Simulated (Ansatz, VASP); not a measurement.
## HfO2 in VASP and in Ansatz

```
Hf O
1.0
     0.00000    2.46173    2.46173
     2.46173    0.00000    2.46173
     2.46173    2.46173    0.00000
Hf O
1 2
Direct
  0.00000 0.00000 0.00000
  0.25000 0.25000 0.25000
  0.75000 0.75000 0.75000
```

Alike in both runs: functional PBE; k mesh 11 × 11 × 11; occupations fermi-dirac, width 0.1 eV; no spin polarisation.

Ansatz relaxed the structure, and its values are those at the end. VASP's run is a single point on that final structure, the one shown.

|  | VASP | Ansatz |
| --- | --- | --- |
| version | VASP 6.6.1 | Ansatz 0.2.0 |
| potentials or method | VASP PAW PBE potentials, release 64 (Hf_pv, O), cutoff 520 eV | all-electron LAPW, scalar-relativistic |

VASP gave:

- gap on the k mesh at the Fermi level (eV): 4.12
- pressure (GPa): 27.3

Task: Estimate Ansatz's values.

Result: gap on the k mesh at the Fermi level (eV): 4.07; pressure (GPa): 32.0.

Ansatz ran all-electron here, so the differences hold the error of VASP's frozen core and of both bases.

Caveats: so large a pressure means that the cell lies far from this level's equilibrium, or that cutoff or potentials fall short (VASP); spin-orbit coupling is left out, which moves the levels of the heavy elements; an odd mesh through Γ misses points on the zone boundary, where band edges often lie.
